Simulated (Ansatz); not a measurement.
A relaxation computed with Ansatz, from input to last step.

```yaml
crystal:
  lattice:
    - [5.1731, 0.0, 0.0]
    - [0.0, 3.3381, 0.0]
    - [0.0, 0.0, 5.6049]
  atoms:
    - { symbol: Si, position: [0.32128, 0.75, 0.0825] }
    - { symbol: Si, position: [0.17872, 0.25, 0.5825] }
    - { symbol: Si, position: [0.82128, 0.75, 0.4175] }
    - { symbol: Si, position: [0.67872, 0.25, 0.9175] }
    - { symbol: Ni, position: [0.00779, 0.25, 0.18752] }
    - { symbol: Ni, position: [0.49221, 0.75, 0.68752] }
    - { symbol: Ni, position: [0.50779, 0.25, 0.31248] }
    - { symbol: Ni, position: [0.99221, 0.75, 0.81248] }
basis:
  ecutwfc: 420
kpoints:
  mp_grid: { grid: [8, 10, 6] }
hamiltonian:
  xc: pbe
scf:
  occupations: { method: gaussian, width: 0.1 }
output:
  forces: true
  stress: true
  eigenvalues: true
relax:
  adjacent_minimum: "off"
  f_tol: 0.01
  max_steps: 40
```

```bash
ansatz run input.yaml --threads 2 --pin off --max-ram 5120MiB --backend cpu --events-out ev --progress --plain --runs-dir out
```

All numbers below come from DFT PBE, scalar-relativistic, plane waves, PAW (Ansatz 0.2.0).

Of 3 frames 3 are shown, positions in Å and forces in eV/Å; the SCF threshold varies from step to step. Spin polarisation was left out; whether the Ni atoms would carry moments isn't shown by this run.

```xyz
8
Lattice="5.1731 0.0000 0.0000 0.0000 3.3381 0.0000 0.0000 0.0000 5.6049" Properties=species:S:1:pos:R:3:forces:R:3 pbc="T T T" step=1 free_energy_over_end_meV_per_atom=0.05
Si    1.6620    2.5036    0.4624    0.0165    0.0000    0.0243
Si    0.9245    0.8345    3.2649   -0.0165    0.0000    0.0243
Si    4.2486    2.5036    2.3400    0.0165    0.0000   -0.0243
Si    3.5111    0.8345    5.1425   -0.0165    0.0000   -0.0243
Ni    0.0403    0.8345    1.0510    0.0276    0.0000    0.0308
Ni    2.5463    2.5036    3.8535   -0.0276    0.0000    0.0308
Ni    2.6268    0.8345    1.7514    0.0276    0.0000   -0.0308
Ni    5.1328    2.5036    4.5539   -0.0276    0.0000   -0.0308
8
Lattice="5.1731 0.0000 0.0000 0.0000 3.3381 0.0000 0.0000 0.0000 5.6049" Properties=species:S:1:pos:R:3:forces:R:3 pbc="T T T" step=2 free_energy_over_end_meV_per_atom=0.02
Si    1.6623    2.5036    0.4631    0.0102    0.0000    0.0160
Si    0.9243    0.8345    3.2655   -0.0102    0.0000    0.0160
Si    4.2488    2.5036    2.3394    0.0102    0.0000   -0.0160
Si    3.5108    0.8345    5.1418   -0.0102    0.0000   -0.0160
Ni    0.0413    0.8345    1.0516    0.0181    0.0000    0.0196
Ni    2.5452    2.5036    3.8541   -0.0181    0.0000    0.0196
Ni    2.6279    0.8345    1.7508    0.0181    0.0000   -0.0196
Ni    5.1318    2.5036    4.5533   -0.0181    0.0000   -0.0196
8
Lattice="5.1731 0.0000 0.0000 0.0000 3.3381 0.0000 0.0000 0.0000 5.6049" Properties=species:S:1:pos:R:3:forces:R:3 pbc="T T T" step=3 free_energy_over_end_meV_per_atom=0.00
Si    1.6627    2.5036    0.4643   -0.0003    0.0000    0.0003
Si    0.9238    0.8345    3.2668    0.0003    0.0000    0.0003
Si    4.2493    2.5036    2.3381   -0.0003    0.0000   -0.0003
Si    3.5104    0.8345    5.1406    0.0003    0.0000   -0.0003
Ni    0.0432    0.8345    1.0527    0.0002    0.0000    0.0001
Ni    2.5433    2.5036    3.8551   -0.0002    0.0000    0.0001
Ni    2.6298    0.8345    1.7498    0.0002    0.0000   -0.0001
Ni    5.1299    2.5036    4.5522   -0.0002    0.0000   -0.0001
```

The run took 43 s on 2 threads of Intel(R) Xeon(R) Platinum 8488C (Sapphire Rapids), on a shared host, peak memory 0.72 GiB.